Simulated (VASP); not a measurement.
# SiO2 (P4_2/mnm) in VASP: Born charges and dielectric tensor with LDA

Aim: the Born charges and dielectric tensor of SiO2 with LDA.

Program: VASP 6.6.1. These are calculated values, not measurements. Logs are shortened: lines on timing, memory, paths and dates and some standing lists are left out, and cuts for length are marked.

## Step 1: The structure

Symmetry: P4_2/mnm, No. 136, tetragonal system. Conventional cell: a = 4.154 Å, b = 4.154 Å, c = 2.666 Å, α = 90.00°, β = 90.00°, γ = 90.00°. Si (site symmetry mmm) is surrounded by 6 O at 1.76 to 1.79 Å. O (site symmetry m2m) is surrounded by 3 Si at 1.76 to 1.79 Å.

## Step 2: Born charges and dielectric tensor, LDA

The input, INCAR:

```
PREC = Accurate
ENCUT = 600
EDIFF = 1E-8
ISMEAR = 0
SIGMA = 0.02
LREAL = False
LASPH = True
NELM = 100
ALGO = Normal
ISIF = 2
LWAVE = False
LCHARG = False
LEPSILON = True
IBRION = 8
NSW = 1
```

The input, KPOINTS:

```
Automatic mesh
0
Gamma
  6 6 8
```

The input, POSCAR:

```
SiO2
1.0
    4.1540100000      0.0000000000      0.0000000000
    0.0000000000      4.1540100000      0.0000000000
    0.0000000000      0.0000000000      2.6659500000
Si O
2 4
Direct
    0.0000000000      0.0000000000      0.0000000000
    0.5000000000      0.5000000000      0.5000000000
    0.3053900000      0.3053900000      0.0000000000
    0.1946100000      0.8053900000      0.5000000000
    0.6946100000      0.6946100000      0.0000000000
    0.8053900000      0.1946100000      0.5000000000
```

Potentials or basis: VASP PAW LDA potentials, release 64 (Si, O).

Command:

```sh
cat potpaw_LDA.64/Si/POTCAR potpaw_LDA.64/O/POTCAR > POTCAR
mpirun -np 1 vasp_std > vasp.out
```

OUTCAR:

```text
PREC = Accurate
   ENCUT = 600
   EDIFF = 1E-8
   ISMEAR = 0
   LREAL = False
   LASPH = True
   NELM = 100
   ISIF = 2
   LEPSILON = True
   IBRION = 8
   NSW = 1

 ion  position               nearest neighbor table
   1  0.000  0.000  0.000-   4 1.76   6 1.76   4 1.76   6 1.76   5 1.79   3 1.79
   2  0.500  0.500  0.500-   3 1.76   5 1.76   3 1.76   5 1.76   4 1.79   6 1.79
   3  0.305  0.305  0.000-   2 1.76   2 1.76   1 1.79
   4  0.195  0.805  0.500-   1 1.76   1 1.76   2 1.79
   5  0.695  0.695  0.000-   2 1.76   2 1.76   1 1.79
   6  0.805  0.195  0.500-   1 1.76   1 1.76   2 1.79

  LATTYP: Found a simple tetragonal cell.
 ALAT       =     4.1540100000
 C/A-ratio  =     0.6417774632

  Lattice vectors:

 A1 = (   4.1540100000,   0.0000000000,   0.0000000000)
 A2 = (   0.0000000000,   4.1540100000,   0.0000000000)
 A3 = (   0.0000000000,   0.0000000000,   2.6659500000)

Analysis of symmetry for initial positions (statically):
=====================================================================
 Subroutine PRICEL returns:
 Original cell was already a primitive cell.

 Routine SETGRP: Setting up the symmetry group for a
 simple tetragonal supercell.

 Subroutine GETGRP returns: Found 16 space group operations
 (whereof  8 operations were pure point group operations)
 out of a pool of 16 trial point group operations.

The static configuration has the point symmetry D_2h.
 The point group associated with its full space group is D_4h.

Analysis of symmetry for dynamics (positions and initial velocities):
=====================================================================
 Subroutine PRICEL returns:
 Original cell was already a primitive cell.

 Routine SETGRP: Setting up the symmetry group for a
 simple tetragonal supercell.

 Subroutine GETGRP returns: Found 16 space group operations
 (whereof  8 operations were pure point group operations)
 out of a pool of 16 trial point group operations.

The dynamic configuration has the point symmetry D_2h.
 The point group associated with its full space group is D_4h.

 Subroutine INISYM returns: Found 16 space group operations
 (whereof  8 operations are pure point group operations),
 and found     1 'primitive' translations

----------------------------------------------------------------------------------------

                                     Primitive cell

  volume of cell :      46.0031

  direct lattice vectors                    reciprocal lattice vectors
     4.154010000  0.000000000  0.000000000     0.240731245  0.000000000  0.000000000
     0.000000000  4.154010000  0.000000000     0.000000000  0.240731245  0.000000000
     0.000000000  0.000000000  2.665950000     0.000000000  0.000000000  0.375100808

  length of vectors
     4.154010000  4.154010000  2.665950000     0.240731245  0.240731245  0.375100808

  position of ions in fractional coordinates (direct lattice)
     0.000000000  0.000000000  0.000000000
     0.500000000  0.500000000  0.500000000
     0.305390000  0.305390000  0.000000000
     0.194610000  0.805390000  0.500000000
     0.694610000  0.694610000  0.000000000
     0.805390000  0.194610000  0.500000000
[... 765 lines left out ...]

 Free energy of the ion-electron system (eV)
  ---------------------------------------------------
  ---------------------------------------------------
  free energy    TOTEN  =        -0.35059679 eV

  energy without entropy =       -0.35059679

------------------------ aborting loop because EDIFF is reached ----------------------------------------

 INTERNAL STRAIN TENSOR  FOR ION    3  DIRECTION 3   (eV/Angst):
 -----------------------------------------------------------------------------
     0.00492  0.00821  3.37353
     0.00821  0.00492  3.37353
     2.93653  2.93653  0.00290

 MACROSCOPIC STATIC DIELECTRIC TENSOR (including local field effects in DFT)
 ------------------------------------------------------
           3.356045     0.000000     0.000000
          -0.000000     3.356045     0.000000
           0.000000     0.000000     3.534274
 ------------------------------------------------------

 PIEZOELECTRIC TENSOR (including local field effects)  for field in x, y, z        (e  Angst)
          XX          YY          ZZ          XY          YZ          ZX
  --------------------------------------------------------------------------------
  x     0.00000     0.00000     0.00000     0.00000     0.00000     0.00000
  y     0.00000     0.00000     0.00000     0.00000     0.00000     0.00000
  z     0.00000     0.00000     0.00000     0.00000     0.00000     0.00000

 PIEZOELECTRIC TENSOR (including local field effects)  for field in x, y, z        (C/m^2)
          XX          YY          ZZ          XY          YZ          ZX
  --------------------------------------------------------------------------------
  x     0.00000     0.00000     0.00000     0.00000     0.00000     0.00000
  y     0.00000     0.00000     0.00000     0.00000     0.00000     0.00000
  z     0.00000     0.00000     0.00000     0.00000     0.00000     0.00000

 BORN EFFECTIVE CHARGES (including local field effects) (in |e|, cummulative output)
 ---------------------------------------------------------------------------------
 ion    1
    1     3.78190     0.35186     0.00000
    2     0.35186     3.78190     0.00000
    3     0.00000     0.00000     4.02930
 ion    2
    1     3.78190    -0.35186     0.00000
    2    -0.35186     3.78190     0.00000
    3     0.00000     0.00000     4.02930
 ion    3
    1    -1.89095    -0.54918     0.00000
    2    -0.54918    -1.89095     0.00000
    3     0.00000     0.00000    -2.01465
 ion    4
    1    -1.89095     0.54918     0.00000
    2     0.54918    -1.89095     0.00000
    3     0.00000     0.00000    -2.01465
 ion    5
    1    -1.89095    -0.54918     0.00000
    2    -0.54918    -1.89095     0.00000
    3     0.00000     0.00000    -2.01465
 ion    6
    1    -1.89095     0.54918     0.00000
    2     0.54918    -1.89095     0.00000
    3     0.00000     0.00000    -2.01465

 INTERNAL STRAIN TENSOR FOR ION    6 for displacements in x,y,z  (eV/Angst):
          X           Y           Z          XY          YZ          ZX
  --------------------------------------------------------------------------------
  x     8.74874     3.87908     0.90697    -1.60357     0.00000     0.00000
  y    -3.87908    -8.74874    -0.90697     1.59276     0.00000     0.00000
  z     0.00000     0.00000     0.00000     0.00000    -2.93653     3.37353

 SECOND DERIVATIVES (NOT SYMMETRIZED)
 ------------------------------------
               1X          1Y          1Z          2X          2Y          2Z          3X          3Y          3Z          4X          4Y          4Z          5X          5Y          5Z          6X          6Y          6Z
  1X   -32.659140    7.550158    0.000000   15.192155   -0.013950    0.000000    1.015899    1.179237    0.000000    7.717593   -4.947341    0.000000    1.015899    1.179237    0.000000    7.717593   -4.947341    0.000000
  1Y     7.550158  -32.659140    0.000000   -0.013950   15.192155    0.000000    1.179237    1.015899    0.000000   -4.947341    7.717593    0.000000    1.179237    1.015899    0.000000   -4.947341    7.717593    0.000000
  1Z     0.000000    0.000000  -23.939337    0.000000    0.000000   -0.051292    0.000000    0.000000    1.314484    0.000000    0.000000   10.680831    0.000000    0.000000    1.314484    0.000000    0.000000   10.680831
  2X    15.192155    0.013950    0.000000  -32.659140   -7.550158    0.000000    7.717593    4.947341    0.000000    1.015899   -1.179237    0.000000    7.717593    4.947341    0.000000    1.015899   -1.179237    0.000000
  2Y     0.013950   15.192155    0.000000   -7.550158  -32.659140    0.000000    4.947341    7.717593    0.000000   -1.179237    1.015899    0.000000    4.947341    7.717593    0.000000   -1.179237    1.015899    0.000000
  2Z     0.000000    0.000000   -0.051292    0.000000    0.000000  -23.939337    0.000000    0.000000   10.680831    0.000000    0.000000    1.314484    0.000000    0.000000   10.680831    0.000000    0.000000    1.314484
  3X     1.020501    1.171503    0.000000    7.711566    4.951082    0.000000  -22.831823  -10.946176    0.000000    0.046253    0.203987    0.000000    4.686876    4.826289    0.000000    9.366627   -0.206685    0.000000
  3Y     1.171503    1.020501    0.000000    4.951082    7.711566    0.000000  -10.946176  -22.831823    0.000000   -0.206685    9.366627    0.000000    4.826289    4.686876    0.000000    0.203987    0.046253    0.000000
  3Z     0.000000    0.000000    1.307891    0.000000    0.000000   10.678361    0.000000    0.000000  -20.430133    0.000000    0.000000    4.317683    0.000000    0.000000   -0.191487    0.000000    0.000000    4.317683
  4X     7.711566   -4.951082    0.000000    1.020501   -1.171503    0.000000    0.046253   -0.203987    0.000000  -22.831823   10.946176    0.000000    9.366627    0.206685    0.000000    4.686876   -4.826289    0.000000
  4Y    -4.951082    7.711566    0.000000   -1.171503    1.020501    0.000000    0.206685    9.366627    0.000000   10.946176  -22.831823    0.000000   -0.203987    0.046253    0.000000   -4.826289    4.686876    0.000000
  4Z     0.000000    0.000000   10.678361    0.000000    0.000000    1.307891    0.000000    0.000000    4.317683    0.000000    0.000000  -20.430133    0.000000    0.000000    4.317683    0.000000    0.000000   -0.191487
  5X     1.020501    1.171503    0.000000    7.711566    4.951082    0.000000    4.686876    4.826289    0.000000    9.366627   -0.206685    0.000000  -22.831823  -10.946176    0.000000    0.046253    0.203987    0.000000
  5Y     1.171503    1.020501    0.000000    4.951082    7.711566    0.000000    4.826289    4.686876    0.000000    0.203987    0.046253    0.000000  -10.946176  -22.831823    0.000000   -0.206685    9.366627    0.000000
  5Z     0.000000    0.000000    1.307891    0.000000    0.000000   10.678361    0.000000    0.000000   -0.191487    0.000000    0.000000    4.317683    0.000000    0.000000  -20.430133    0.000000    0.000000    4.317683
  6X     7.711566   -4.951082    0.000000    1.020501   -1.171503    0.000000    9.366627    0.206685    0.000000    4.686876   -4.826289    0.000000    0.046253   -0.203987    0.000000  -22.831823   10.946176    0.000000
  6Y    -4.951082    7.711566    0.000000   -1.171503    1.020501    0.000000   -0.203987    0.046253    0.000000   -4.826289    4.686876    0.000000    0.206685    9.366627    0.000000   10.946176  -22.831823    0.000000
  6Z     0.000000    0.000000   10.678361    0.000000    0.000000    1.307891    0.000000    0.000000    4.317683    0.000000    0.000000   -0.191487    0.000000    0.000000    4.317683    0.000000    0.000000  -20.430133

 Eigenvectors and eigenvalues of the dynamical matrix
 ----------------------------------------------------

   1 f  =   28.459001 THz   178.813177 2PiTHz  949.290091 cm-1   117.696918 meV
             X         Y         Z           dx          dy          dz
      0.000000  0.000000  0.000000    -0.000000    0.000000    0.000000
      2.077005  2.077005  1.332975    -0.000000   -0.000000   -0.000000
      1.268593  1.268593  0.000000     0.353553    0.353553    0.000000
      0.808412  3.345598  1.332975     0.353553   -0.353553   -0.000000
      2.885417  2.885417  0.000000    -0.353553   -0.353553    0.000000
      3.345598  0.808412  1.332975    -0.353553    0.353553   -0.000000
[... 145 lines left out ...]
  18 f/i=    0.003732 THz     0.023449 2PiTHz    0.124487 cm-1     0.015434 meV
             X         Y         Z           dx          dy          dz
      0.000000  0.000000  0.000000    -0.000000    0.000000    0.483339
      2.077005  2.077005  1.332975    -0.000000    0.000000    0.483339
      1.268593  1.268593  0.000000    -0.000000    0.000000    0.364954
      0.808412  3.345598  1.332975    -0.000000    0.000000    0.364954
      2.885417  2.885417  0.000000    -0.000000    0.000000    0.364954
      3.345598  0.808412  1.332975    -0.000000    0.000000    0.364954

--------------------------------------------------------------------------------------------------------

 MACROSCOPIC STATIC DIELECTRIC TENSOR IONIC CONTRIBUTION
 ------------------------------------------------------
           7.386704     0.000000    -0.000000
           0.000000     7.386704    -0.000000
          -0.000000    -0.000000     5.325189
 ------------------------------------------------------

 ELASTIC MODULI CONTR FROM IONIC RELAXATION (kBar)
 Direction    XX          YY          ZZ          XY          YZ          ZX
 --------------------------------------------------------------------------------
 XX        -913.2910    251.3544    -47.5426      0.0000      0.0000      0.0000
 YY         251.3544   -913.2910    -47.5426     -0.0000     -0.0000     -0.0000
 ZZ         -47.5426    -47.5426     -6.8294     -0.0000      0.0000      0.0000
 XY           0.0000     -0.0000     -0.0000    -13.4219     -0.0000     -0.0000
 YZ           0.0000     -0.0000      0.0000     -0.0000    -59.3568     -0.0000
 ZX           0.0000     -0.0000      0.0000     -0.0000     -0.0000    -78.3377
 --------------------------------------------------------------------------------

 PIEZOELECTRIC TENSOR IONIC CONTR  for field in x, y, z        (C/m^2)
          XX          YY          ZZ          XY          YZ          ZX
  --------------------------------------------------------------------------------
  x    -0.00000    -0.00000    -0.00000     0.00000    -0.00000    -0.00000
  y     0.00000    -0.00000    -0.00000    -0.00000    -0.00000    -0.00000
  z     0.00000    -0.00000    -0.00000    -0.00000     0.00000    -0.00000
```

Wall time 6 min (1 thread of Intel Xeon 6975P-C (Granite Rapids), shared host); peak memory 0.52 GiB.

Results:

- Band gap on the k mesh: 5.78 eV, direct
- Electronic dielectric tensor (diagonal): 3.36, 3.36, 3.53
- Born charges (mean of the diagonal): Si +3.86; O -1.93 e
- Highest phonon frequency at Γ, LO-TO splitting left out: 949 cm⁻¹

Phonon frequencies in cm⁻¹ (negative: imaginary):
```
              q point                                                        frequencies
(0.000, 0.000, 0.000)  0 0 0 220 385 470 470 586 586 593 593 593 660 755 762 823 823 949
```

Electronic dielectric tensor:
```
3.36 0.00 0.00
0.00 3.36 0.00
0.00 0.00 3.53
```

Born effective charge tensors (e):
atom 1, Si
```
3.78 0.35 0.00
0.35 3.78 0.00
0.00 0.00 4.03
```
atom 2, Si
```
 3.78 -0.35  0.00
-0.35  3.78  0.00
 0.00  0.00  4.03
```
atom 3, O
```
-1.89 -0.55  0.00
-0.55 -1.89  0.00
 0.00  0.00 -2.01
```
atom 4, O
```
-1.89  0.55  0.00
 0.55 -1.89  0.00
 0.00  0.00 -2.01
```
atom 5, O
```
-1.89 -0.55  0.00
-0.55 -1.89  0.00
 0.00  0.00 -2.01
```
atom 6, O
```
-1.89  0.55  0.00
 0.55 -1.89  0.00
 0.00  0.00 -2.01
```

A hybrid or GW would open this gap; LDA tends to underestimate it.
